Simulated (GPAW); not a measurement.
Crystal: BN.

```
N B
1.0
     0.00000    1.81300    1.81300
     1.81300    0.00000    1.81300
     1.81300    1.81300    0.00000
N B
1 1
Direct
  0.25000 0.25000 0.25000
  0.00000 0.00000 0.00000
```

The cell is a database's computed one.

- Program: GPAW 26.7.0
- Task: relaxation of cell and atoms
- Functional: PBEsol
- Dispersion: D3(BJ)+ATM
- Potentials or basis: PAW data sets generated in the run's folder for this functional
- Cutoff: 800 eV
- Basis: pw
- k mesh: 13 × 13 × 13
- Occupations: fermi-dirac, width 0.05 eV
- Spin: no spin polarisation

At the start: pressure -10.5 GPa; volume 5.96 Å³/atom.

Problem. Where does the relaxation end?

Solution. Over 3 steps the energy falls by 4.0 meV/atom and the volume is 5.79 Å³/atom (-2.8 %); space group F-43m (No. 216, to 0.05 Å).

Step by step:
```csv
step,energy change (eV),largest force (eV/Å),pressure (GPa),volume (Å³)
1,0.0000,0.0000,-10.47,11.92
2,-0.0047,0.0000,-7.44,11.82
3,-0.0081,0.0000,0.18,11.59
```

Final structure:
```
N B
1.0
     0.00000    1.79602    1.79602
     1.79602    0.00000    1.79602
     1.79602    1.79602    0.00000
N B
1 1
Direct
  0.25000 0.25000 0.25000
  0.00000 0.00000 0.00000
```

Caveat: later steps reuse the first step's grids.
